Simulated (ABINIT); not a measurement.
WS2: single point with PBEsol

WS2:

```
W S
1.0
     1.57900    0.91164    6.16333
    -1.57900    0.91164    6.16333
     0.00000   -1.82327    6.16333
W S
1 2
Direct
  0.00000 0.00000 0.00000
  0.58100 0.58100 0.58100
  0.75030 0.75030 0.75030
```

Measurements of this composition are mostly on another form, of space group No. 194.

```
Program             : ABINIT 10.8.3 (patched build)
Task                : single point
Functional          : PBEsol
Potentials or basis : PseudoDojo NC SR PBEsol v0.4.1 standard
Cutoff              : 844 eV
k mesh              : 8 × 8 × 8
Occupations         : fermi-dirac, width 0.05 eV
Spin                : no spin polarisation
```

```yaml
Pressure: -0.7 GPa
Largest_force: 0.599 eV/Å
Band_gap_on_the_k_mesh: 1.12 eV, indirect (least direct gap 2.29 eV)
Valence_electrons_inside_the_program's_atomic_spheres: W 10.16; S 3.94, 3.96
```

Forces in eV/Å, atoms in the order of the input:
```
W    0.000  0.000 -0.599
S    0.000  0.000  0.363
S    0.000  0.000  0.236
```

Stress tensor (GPa, compression positive):
```
-1.00  0.00  0.00
 0.00 -1.00  0.00
 0.00  0.00  0.02
```

Levels at points of the mesh, in eV from the valence-band top:
```
           k point  band 10  band 11  band 12  band 13  band 14  band 15  band 16  band 17
(0.00, 0.00, 0.00)    -2.30    -2.30    -1.57    -1.23     2.17     2.17     2.54     2.54
(0.50, 0.00, 0.00)    -4.18    -2.57    -1.81    -1.74     2.29     2.57     3.56     3.86
(0.50, 0.50, 0.00)    -4.09    -3.18    -2.01    -1.56     2.24     2.69     3.17     4.69
(0.50, 0.50, 0.50)    -3.57    -2.27    -2.27     0.00     2.29     2.29     2.38     2.38
```

Run time: 4.7 min on 1 thread of Intel(R) Xeon(R) 6975P-C (Granite Rapids), on a shared host, peak memory 0.18 GiB.

Caveat: the cutoff is short for stress, so the pressure is rough; spin-orbit coupling is left out, which moves the levels of the heavy elements. A k mesh can miss the band edges.
